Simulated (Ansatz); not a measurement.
Consider CsI in the CsCl type structure (space group Pm-3m, No. 221).

```yaml
crystal:
  lattice:
    - [4.66692, 0.00000, 0.00000]
    - [0.00000, 4.66692, 0.00000]
    - [0.00000, 0.00000, 4.66692]
  atoms:
    - { symbol: Cs, position: [0.00000, 0.00000, 0.00000] }
    - { symbol: I, position: [0.50000, 0.50000, 0.50000] }
```

Cartesian axes are those of the cell as printed.

Level of theory: PBE (Ansatz, a first-principles code), no SOC.

Now apply this change: the cell is scaled by 1.0232 in all directions, atoms relaxed at fixed cell.

Predict the stress tensor and what it implies for the stiffness.

Stress of the strained cell less that of the base (GPa, compression positive):
```
  -0.57    0.00    0.00
   0.00   -0.57    0.00
   0.00    0.00   -0.57
```

Then B = −ΔP/(ΔV/V₀) with ΔV/V₀ = 0.0712 gives secant stiffness values (nonlinear terms included at this strain): B ≈ 8.0 GPa.

As a check, the harmonic strain energy −½ V₀ Δσ:ε is 6.3 meV/atom; the computed energy rise is 7.0 meV/atom.

Whether these cells are dynamically stable was not tested.
